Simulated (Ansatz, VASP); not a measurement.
**TePb in VASP and in Ansatz**

```xyz
2
Lattice="4.0023 0.0000 0.0000 0.0000 4.0023 0.0000 0.0000 0.0000 4.0023" Properties=species:S:1:pos:R:3 pbc="T T T"
Pb   -0.0385    0.0304   -0.0411
Te    1.9344    1.9895    1.9985
```

Change from the starting cell: atoms moved at random, drawn with an rms of 0.05 Å.

Alike in both runs: task single point; functional PBE; k mesh 7 × 7 × 7; occupations fermi-dirac, width 0.05 eV; no spin polarisation.

|  | VASP | Ansatz |
| --- | --- | --- |
| version | VASP 6.6.1 | Ansatz 0.2.0 |
| potentials or method | VASP PAW PBE potentials, release 64 (Pb_d, Te) | Ansatz PAW |
| plane-wave cutoff (eV) | 520 | 420 |
| valence electrons in the cell | 20 | 30 |

```csv
,VASP,Ansatz,Ansatz less VASP
gap on the k mesh at the Fermi level (eV),none,none,-
pressure (GPa),0.0,0.0,+0.04
rms of the force components (eV/Å),0.021,0.021,+0.0002
```

Atom by atom the forces differ by 0.000 eV/Å (rms over components). A gap of «none» marks a metal or a gap that the smearing closes. The two sets of potentials don't hold the same shells in valence.

The runs have no spin-orbit coupling, so splittings on Pb, Te are missing.
